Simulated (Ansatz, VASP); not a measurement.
Given: the input of a run of Ansatz 0.2.0 on GaSb. 

input.yaml

```yaml
crystal:
  lattice:
    - [0.0, 3.059, 3.059]
    - [3.059, 0.0, 3.059]
    - [3.059, 3.059, 0.0]
  atoms:
    - { symbol: Sb, position: [0.75, 0.75, 0.75] }
    - { symbol: Ga, position: [0.0, 0.0, 0.0] }
kpoints:
  mp_grid: { grid: [8, 8, 8] }
scf:
  occupations: { method: fermi_dirac, width: 0.05 }
hamiltonian:
  xc: revpbe
  dispersion: d4
  pseudopotentials: { kind: all_electron, lapw: { basis_error: 0.001 } }
output:
  forces: true
  stress: true
relax:
  f_tol: 0.02
  max_steps: 60
  cell: {}
```

Potentials or basis: all-electron LAPW, scalar-relativistic.

Launch:

```console
$ ansatz run input.yaml --threads 1 --pin off --max-ram 3072MiB --backend cpu --events-out ev --progress --plain --runs-dir out
```

What does the same run look like in VASP 6.6.1? Potentials or basis there: PBE PAW files Ga_d, Sb, 600 eV.

As run (cutoffs and basis follow the program's own potentials, and thresholds, step limits or extra output files can differ):

File INCAR:

```
SYSTEM = GaSb
PREC = Accurate ; ENCUT = 600
EDIFF = 1E-6 ; ISMEAR = -1
SIGMA = 0.05 ; LREAL = .False.
LASPH = .True. ; NELM = 60
ALGO = Fast ; ISIF = 3
LWAVE = .False. ; LCHARG = .False.
GGA = RE ; IVDW = 13
IBRION = 2 ; NSW = 60
EDIFFG = -0.01
```

File KPOINTS:

```
regular mesh
0
Gamma
  8 8 8
  0 0 0
```

The input POSCAR:

```
GaSb
1.0
    0.0000000000      3.0590000000      3.0590000000
    3.0590000000      0.0000000000      3.0590000000
    3.0590000000      3.0590000000      0.0000000000
Sb Ga
1 1
Direct
    0.7500000000      0.7500000000      0.7500000000
    0.0000000000      0.0000000000      0.0000000000
```

Potentials or basis: VASP PAW PBE potentials, release 64 (Sb, Ga_d).

Run with:

```console
$ cat potpaw_PBE.64/Sb/POTCAR potpaw_PBE.64/Ga_d/POTCAR > POTCAR
$ mpirun -np 1 vasp_std > vasp.out
```

Both were run:

|  | Ansatz | VASP |
| --- | --- | --- |
| Relaxed volume | 28.27 Å³/atom | 28.30 Å³/atom |
| Relaxed cell | a = 4.308 Å, b = 4.308 Å, c = 4.308 Å, α = 60.00°, β = 60.00°, γ = 60.00° | a = 4.310 Å, b = 4.310 Å, c = 4.310 Å, α = 60.00°, β = 60.00°, γ = 60.00° |
| Space group after relaxing | F-43m (No. 216) | F-43m (No. 216) |
| Pressure after relaxing | 0.0 GPa | 0.0 GPa |

VASP's potentials were made for PBE.

Where Ansatz's input types no cutoff or centring, it takes its own default and a Γ-centred mesh.

Pressure is positive in compression.
